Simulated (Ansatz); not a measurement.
# K started on a Zn site and Zn started on a K site in perovskite KZnF3, 40 atoms, charge 0

Aim: let the atoms about the defect relax, then read the frontier levels by PBEsol and HSE06.

Method: density functional theory in Ansatz 0.2.0, PAW datasets, plane waves.

**1. The starting cell**

40 atoms (8 Zn, 8 K, 24 F); a = 8.105 Å, b = 8.105 Å, c = 8.105 Å, α = 90.00°, β = 90.00°, γ = 90.00°. All atoms were shaken off their sites by about 0.02 Å along each axis. Defect site 1: (0.250, 0.250, 0.250). Defect site 2: (0.000, 0.000, 0.000).

Steps to follow: (2) PBEsol relaxation at the single k point (¼, ¼, ¼), on 8 threads of Intel Xeon 6975P-C; (3) HSE06 single point at the single k point (¼, ¼, ¼), on 8 threads of Intel Xeon 6975P-C.

**2. PBEsol relaxation in the fixed cell**

The input, in.yaml:

```yaml
crystal:
  lattice:
    - [8.104526, 0.000000, 0.000000]
    - [0.000000, 8.104526, 0.000000]
    - [0.000000, 0.000000, 8.104526]
  atoms:
    - { symbol: Zn, position: [0.001499, 0.995635, 0.002765] }
    - { symbol: Zn, position: [0.247294, 0.244131, 0.748867] }
    - { symbol: Zn, position: [0.251174, 0.752573, 0.246199] }
    - { symbol: Zn, position: [0.247689, 0.751116, 0.749546] }
    - { symbol: Zn, position: [0.754302, 0.248304, 0.253009] }
    - { symbol: Zn, position: [0.750160, 0.247348, 0.749687] }
    - { symbol: Zn, position: [0.750030, 0.752163, 0.250898] }
    - { symbol: Zn, position: [0.751599, 0.748996, 0.749549] }
    - { symbol: K, position: [0.005315, 0.999587, 0.501666] }
    - { symbol: K, position: [0.997805, 0.501706, 0.998370] }
    - { symbol: K, position: [0.003521, 0.498070, 0.501574] }
    - { symbol: K, position: [0.503533, 0.001447, 0.999342] }
    - { symbol: K, position: [0.498047, 0.996653, 0.497397] }
    - { symbol: K, position: [0.497920, 0.502669, 0.002636] }
    - { symbol: K, position: [0.500284, 0.501460, 0.499018] }
    - { symbol: K, position: [0.249917, 0.251611, 0.250672] }
    - { symbol: F, position: [0.246088, 0.246680, 0.001471] }
    - { symbol: F, position: [0.245933, 0.250456, 0.500916] }
    - { symbol: F, position: [0.248575, 0.754963, 0.000531] }
    - { symbol: F, position: [0.245664, 0.746636, 0.502161] }
    - { symbol: F, position: [0.751411, 0.246959, 0.004078] }
    - { symbol: F, position: [0.749219, 0.250946, 0.502432] }
    - { symbol: F, position: [0.754361, 0.749608, 0.999071] }
    - { symbol: F, position: [0.752258, 0.748726, 0.496828] }
    - { symbol: F, position: [0.998541, 0.247568, 0.247688] }
    - { symbol: F, position: [0.999329, 0.248727, 0.749389] }
    - { symbol: F, position: [0.997797, 0.749631, 0.252859] }
    - { symbol: F, position: [0.999532, 0.750380, 0.747493] }
    - { symbol: F, position: [0.499089, 0.253056, 0.251080] }
    - { symbol: F, position: [0.498501, 0.245444, 0.752233] }
    - { symbol: F, position: [0.502306, 0.754459, 0.250453] }
    - { symbol: F, position: [0.501503, 0.748447, 0.751139] }
    - { symbol: F, position: [0.249410, 0.003007, 0.247782] }
    - { symbol: F, position: [0.250802, 0.002852, 0.748599] }
    - { symbol: F, position: [0.248761, 0.506635, 0.252774] }
    - { symbol: F, position: [0.247829, 0.495444, 0.748777] }
    - { symbol: F, position: [0.746862, 0.001563, 0.245179] }
    - { symbol: F, position: [0.750888, 0.996829, 0.749986] }
    - { symbol: F, position: [0.749251, 0.500120, 0.253561] }
    - { symbol: F, position: [0.749130, 0.499706, 0.749974] }
  symmetry: { detect: false }
kpoints:
  mp_grid: { grid: [1, 1, 1], shift: [0.25, 0.25, 0.25] }
hamiltonian:
  xc: pbesol
scf:
  occupations: { method: fermi_dirac, width: 0.01 }
relax:
  f_tol: 0.03
  max_steps: 80
  escape_saddle: false
  adjacent_minimum: "off"
output:
  forces: true
  eigenvalues: true
  populations: true
```

On the command line:

```sh
$ ansatz run in.yaml --threads 8 --pin off --max-ram 13300MiB --runs-dir r --events-out ev --progress --plain
```

Further steps of the session: HSE06 on the final geometry.

**Question.** What will these runs give? Wanted: for each run, top filled to lowest empty.

**Answer**, as computed:

```
             level                  time  top filled to lowest empty (eV)
PBEsol, relaxation  28 s (8 CPU threads)                             4.42
             HSE06  50 s (8 CPU threads)                             6.92
```

```
     quantity                              value
   relaxation  11 recorded steps, 6.78 eV gained
largest shift                       1.00 Å (Zn1)
```

**What this shows.** Relaxation gains 6.78 eV, with shifts up to 1.00 Å (Zn1). At the same k points, PBEsol gives a spacing 2.49 eV smaller than the 6.92 eV of HSE06. In a defect cell this spacing can involve defect levels, so it need not be the gap.
